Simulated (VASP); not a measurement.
# Zr: kinetic-energy density

Zr, P6_3/mmc (no. 194), 2 atoms in the cell. PBE; PAW potentials Zr_sv (PBE set).

## Input

INCAR:
```
ALGO = Normal
EDIFF = 1E-7
ENCUT = 520
ISIF = 2
ISMEAR = 1
LASPH = True
LCHARG = True
LREAL = False
LTAU = True
LWAVE = False
NELM = 100
PREC = Accurate
SIGMA = 0.1
```

KPOINTS:
```
k-points
0
Gamma
  8 8 5
```

POSCAR:
```
Zr
1.0
    3.2320000000      0.0000000000      0.0000000000
   -1.6160000000      2.7989941050      0.0000000000
    0.0000000000      0.0000000000      5.1470000000
Zr
2
Direct
    0.6666666667      0.3333333333      0.7500000000
    0.3333333333      0.6666666667      0.2500000000
```

Commands:
```
cat potpaw_PBE.64/Zr_sv/POTCAR > POTCAR
mpirun -np 1 vasp_std > vasp.out
```

## Result

- Kinetic energy of the pseudo orbitals (eV): 696.35

VASP 6.6.1 took 11 s on 1 core (Intel Xeon Platinum 8488C (Sapphire Rapids)), a shared host.
